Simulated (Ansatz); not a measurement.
```yaml
crystal:
  periodic: [false, false, false]
  atoms:
    - {symbol: C, position_ang: [-0.000000, -0.000000, 0.000000]}
    - {symbol: C, position_ang: [-0.000000, 0.759066, 1.262013]}
    - {symbol: C, position_ang: [0.000000, -0.759066, 1.262013]}
    - {symbol: C, position_ang: [0.759066, -0.000000, -1.262013]}
    - {symbol: C, position_ang: [-0.759066, -0.000000, -1.262013]}
    - {symbol: H, position_ang: [-0.912914, 1.260493, 1.563227]}
    - {symbol: H, position_ang: [-0.912914, -1.260493, 1.863227]}
    - {symbol: H, position_ang: [-0.912914, -1.260493, 1.563227]}
    - {symbol: H, position_ang: [0.912914, -1.260493, 1.563227]}
    - {symbol: H, position_ang: [1.260493, -0.912914, -1.563227]}
    - {symbol: H, position_ang: [1.260493, 0.912914, -1.563227]}
    - {symbol: H, position_ang: [-1.260493, -0.912914, -1.563227]}
    - {symbol: H, position_ang: [-1.260493, 0.912914, -1.563227]}
basis:
  gaussian: {orbitals: def2-TZVPP}
magnetization: {spin_polarized: true, initial_magnetization: 0}
hamiltonian: {xc: {name: SVWN5}}
output: {forces: true}
```

```sh
$ ansatz run in.yaml --threads 2 --pin off --events-out ev --progress --plain --max-ram 32768MiB --backend cpu
```

Shortened log:

```
Functional definition: SVWN5
1372 factors; their error is unknown
mean field evaluation 1: about -5226.8453 eV, gradient 5.9e1 eV
mean field evaluation 2: about -5156.4595 eV, gradient 1.2e2 eV
mean field evaluation 4: about -5242.7246 eV, gradient 1.9e1 eV
mean field evaluation 8: about -5244.5126 eV, gradient 1.7e-1 eV
mean field evaluation 16: about -5244.4653 eV, gradient 3.4e-4 eV
mean field -5244.46531196 eV, -192.7305453883 hartree, gradient 5.9e-5 eV, S^2 0.000000; 1 other end points of the search recorded, 0 dependent functions left out
reference -5244.46535201 eV, -192.7305468601 hartree; 19, 19 occupied and 248, 248 virtual orbitals, 1372 factors
Total energy: -5244.46535201 eV, -192.7305468601 hartree
Atom 0 at    -0.000000    -0.000000     0.000000 Å, force    -1.292183     0.820447     0.512235 eV/Å
Atom 1 at    -0.000000     0.759066     1.262013 Å, force     0.689890    -2.052716    -0.312557 eV/Å
Atom 2 at     0.000000    -0.759066     1.262013 Å, force     5.963296     6.189713    -1.500820 eV/Å
Atom 3 at     0.759066    -0.000000    -1.262013 Å, force    -0.300374    -0.359019     0.105824 eV/Å
Atom 4 at    -0.759066    -0.000000    -1.262013 Å, force     0.139704    -0.532665    -0.027749 eV/Å
Atom 5 at    -0.912914     1.260493     1.563227 Å, force    -0.243910     0.177132     0.130036 eV/Å
Atom 6 at    -0.912914    -1.260493     1.863227 Å, force    -0.637408    -0.544639   118.323590 eV/Å
Atom 7 at    -0.912914    -1.260493     1.563227 Å, force    -3.769167    -2.660816  -117.601768 eV/Å
Atom 8 at     0.912914    -1.260493     1.563227 Å, force    -0.552069    -1.072524     0.797594 eV/Å
Atom 9 at     1.260493    -0.912914    -1.563227 Å, force     0.112104    -0.262407    -0.186808 eV/Å
Atom 10 at     1.260493     0.912914    -1.563227 Å, force     0.183573     0.303803     0.060824 eV/Å
Atom 11 at    -1.260493    -0.912914    -1.563227 Å, force    -0.131472    -0.257954    -0.336816 eV/Å
Atom 12 at    -1.260493     0.912914    -1.563227 Å, force    -0.161982     0.251645     0.036415 eV/Å
Dipole moment:    -0.421964    -0.764507     0.097000 e Å
```

Problem. What is wrong with this run?

Solution. One atom was put on top of another. The calculation finished and met its thresholds. The result belongs to that input, not to the molecule as meant.
